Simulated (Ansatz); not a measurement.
The compound is MoBr3 (honeycomb trihalide sheet).

The cell holds 8 atoms: 2 Mo and 6 Br. Its edges and angles: a = 6.008 Å, b = 6.008 Å, c = 29.859 Å, α = 90.0°, β = 90.0°, γ = 120.0°. Vacuum lies along c.

```
Mo Br
1.0
    -2.45281    4.90562   -2.45281
    -2.45281   -2.45281    4.90562
    17.23922   17.23922   17.23922
Mo Br
2 6
Cartesian
  3.0406 5.4934 7.9462
  3.0406 7.9462 5.4934
  5.6168 7.9895 5.6168
  5.6168 5.6168 7.9895
  3.0839 8.0696 8.0696
  2.9171 7.9029 2.9171
  2.9171 2.9171 7.9029
  2.9972 5.3699 5.3699
```

The structure was relaxed with PBE. The structure was generated from a model, not taken from a measurement. The runs that relaxed it are not among those shown. The program's search for lower electronic states was switched off, so nothing shows that the state found is the lowest. PAW set soft_2, made with PBE.

A constrained-RPA run (Ansatz 0.2.0; non-magnetic PBE; Mo t2g, bands v3 to c3, 6×6×1 mesh, medium accuracy) builds 6 functions on bands 1.7 eV wide, with 6.0 electrons in the window. The bare on-site interaction is 10.6 eV and the bare J 0.37 eV.

Q: Estimate U, U′ and J.

On the Mo t2g shell, U = 3.18 eV (30 % of the bare value), U′ = 2.61 eV, J = 0.26 eV.

The parent state is non-magnetic and the interaction static (zero frequency); U depends on the window and the orbitals, so it belongs to this model alone.

[Paths, hosts, dates, memory and timing lines, banners, echoed tables and standing remarks are left out of the program output.]

[Logs are printed without paths, hosts, clocks, repeated set-up lines and the standing remarks that a program may print on its own settings, such as how far it seeks lower states.]

[Runs of the session that timed out or met a known fault of the program may be left out.]

[Hosts, paths, dates, database ids (printed as entryN), source tags and the programs' standing remarks are cut or masked in the printed files.]
